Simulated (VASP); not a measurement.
Crystal: CdO2.

```
CELL_PARAMETERS angstrom
3.47623 0.00000 0.00000
-1.73811 3.01050 0.00000
0.00000 0.00000 4.14808
ATOMIC_POSITIONS crystal
Cd 0.00000 0.00000 0.00000
O 0.33333 0.66667 0.24422
O 0.66667 0.33333 0.75578
```

The cell comes from a database or a generator and needn't be the stable form of this composition.

- Program: VASP 6.6.1
- Task: relaxation of cell and atoms
- Functional: LDA
- Potentials or basis: VASP PAW LDA potentials, release 64 (Cd, O)
- Cutoff: 600 eV
- k mesh: 8 × 8 × 6
- Occupations: fermi-dirac, width 0.05 eV
- Spin: no spin polarisation

At the start: pressure -13.6 GPa; volume 14.47 Å³/atom.

How do energy, volume and symmetry change on relaxing?

Over 17 steps the energy falls by 164.3 meV/atom and the volume is 11.29 Å³/atom (-22.0 %); space group P-3m1 (No. 164, to 0.05 Å).

The path:
```tsv
step	energy change (eV)	largest force (eV/Å)	pressure (GPa)	volume (Å³)
1	0.0000	0.3635	-13.56	43.41
2	-0.2162	0.9788	7.63	36.16
3	-0.2660	0.5160	-0.67	38.08
4	-0.3107	0.5502	-0.60	37.37
5	-0.4326	0.5396	0.60	35.24
6	-0.3600	0.1174	10.90	30.93
7	-0.4677	0.4792	3.34	33.71
8	-0.4695	0.3560	4.71	32.99
9	-0.4724	0.1910	-2.41	33.87
10	-0.4832	0.0562	0.77	33.45
11	-0.4880	0.0474	0.35	33.62
12	-0.4924	0.0255	-0.55	34.02
13	-0.4926	0.0514	0.53	33.81
14	-0.4927	0.0409	0.08	33.89
15	-0.4929	0.0186	0.02	33.89
16	-0.4929	0.0015	-0.03	33.88
17	-0.4929	0.0019	0.03	33.86
```

Final structure:
```xyz
3
Lattice="3.3298 0.0000 0.0000 -1.6649 2.8837 0.0000 0.0000 0.0000 3.5267" Properties=species:S:1:pos:R:3 pbc="T T T"
Cd   -1.6649    2.8837    0.0000
O     0.0000    1.9225    1.0149
O     1.6649    0.9612    2.5117
```

Caveat: the volume moved by over 15 % at a fixed basis, so the end points are rough.
